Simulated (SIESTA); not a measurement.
Crystal: VO2.

```
CELL_PARAMETERS angstrom
4.50720 0.00000 0.00000
0.00000 4.50720 0.00000
0.00000 0.00000 3.04445
ATOMIC_POSITIONS crystal
V 0.50000 0.50000 0.50000
V 0.00000 0.00000 0.00000
O 0.20036 0.79964 0.50000
O 0.79964 0.20036 0.50000
O 0.70036 0.70036 0.00000
O 0.29964 0.29964 0.00000
```

The cell is a database's computed one.

| Quantity | Value |
| --- | --- |
| Program | SIESTA 5.4.2 |
| Task | relaxation of cell and atoms |
| Functional | PBE |
| Potentials or basis | PseudoDojo 0.4 standard (PBE files) |
| Basis | DZP (energy shift 0.01 Ry) |
| Grid cutoff | 800 Ry |
| Energy shift | 0.01 Ry |
| k mesh | 4 × 4 × 6 |
| Occupations | fermi-dirac, width 0.05 eV |
| Spin | collinear spin, ferromagnetic start |
| Starting moments | [2.0, 2.0, 0.0, 0.0, 0.0, 0.0] μB |

At the start: pressure -8.2 GPa; volume 10.31 Å³/atom.

**Question.** Where does the relaxation end?

**Answer.** Over 10 steps the energy falls by 51.1 meV/atom and the volume is 9.97 Å³/atom (-3.3 %); space group P4_2/mnm (No. 136, to 0.05 Å); moment 2.00 μB per cell.

Step by step:
```csv
step,energy change (eV),largest force (eV/Å),pressure (GPa),volume (Å³)
1,0.0000,0.2823,-8.18,61.85
2,-0.0487,0.1983,-6.41,61.37
3,-0.1753,0.1869,0.15,59.74
4,-0.1874,0.0538,-2.28,60.23
5,-0.2552,0.5292,0.02,59.41
6,-0.2816,0.1716,-1.30,59.94
7,-0.2956,0.1571,-0.94,59.88
8,-0.3069,0.0337,-0.06,59.81
9,-0.3067,0.0074,0.06,59.83
10,-0.3068,0.0028,-0.01,59.83
```

Final structure:
```
CELL_PARAMETERS angstrom
4.59049 0.00000 0.00000
0.00000 4.59049 0.00000
0.00000 0.00000 2.83939
ATOMIC_POSITIONS crystal
V 0.50000 0.50000 0.50000
V 0.00000 0.00000 0.00000
O 0.20005 0.79995 0.50000
O 0.79995 0.20005 0.50000
O 0.70005 0.70005 0.00000
O 0.29995 0.29995 0.00000
```

Caveat: semicore shells carry a single zeta, which can move pressures by several GPa and volumes by a few percent; the basis of atomic orbitals isn't converged, which shifts pressures, moduli and gaps.
